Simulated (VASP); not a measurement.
Input of a VASP 6.6.1 run:

File INCAR:

```
PREC = Accurate
ENCUT = 600
EDIFF = 1E-7
ISMEAR = 0
SIGMA = 0.03
LREAL = False
LASPH = True
NELM = 80
ALGO = Normal
ISIF = 3
LWAVE = False
LCHARG = False
IBRION = 2
NSW = 90
EDIFFG = -0.005
KPAR = 2
```

KPOINTS

```
Automatic mesh
0
Gamma
  8 8 6
```

Contents of POSCAR:

```
ZrO2                                    
1.0
    3.5599727570      0.0000000000      0.0000000000
    0.0000000000      3.5599727570      0.0000000000
    0.0000000000      0.0000000000      5.1088090954
  Zr              O             
     2     4
Direct
     0.0000000000000000    0.0000000000000000    0.0000000000000000
     0.5000000000000000    0.5000000000000000    0.5000000000000000
     0.0000000000000000    0.5000000000000000    0.2084349391777838
     0.0000000000000000    0.5000000000000000    0.7084349391777839
     0.5000000000000000    0.0000000000000000    0.2915650608222162
     0.5000000000000000    0.0000000000000000    0.7915650608222161
```

Potentials or basis: VASP PAW LDA potentials, release 64 (Zr_sv, O).

Command:

```sh
$ cat potpaw_LDA.64/Zr_sv/POTCAR potpaw_LDA.64/O/POTCAR > POTCAR
$ mpirun -np 2 vasp_std > vasp.out
```

Problem. What does it give for the band gap on the k mesh?

Solution. 3.93 eV, indirect (least direct gap 4.06 eV).

Final structure:
```
Zr O
1.0
     3.55997    0.00000    0.00000
     0.00000    3.55997    0.00000
     0.00000    0.00000    5.10881
Zr O
2 4
Direct
  0.00000 0.00000 0.00000
  0.50000 0.50000 0.50000
  0.00000 0.50000 0.20843
  0.00000 0.50000 0.70844
  0.50000 0.00000 0.29157
  0.50000 0.00000 0.79157
```

Caveat: the relaxation stopped at its first step, so nothing moved. A k mesh can miss the band edges.
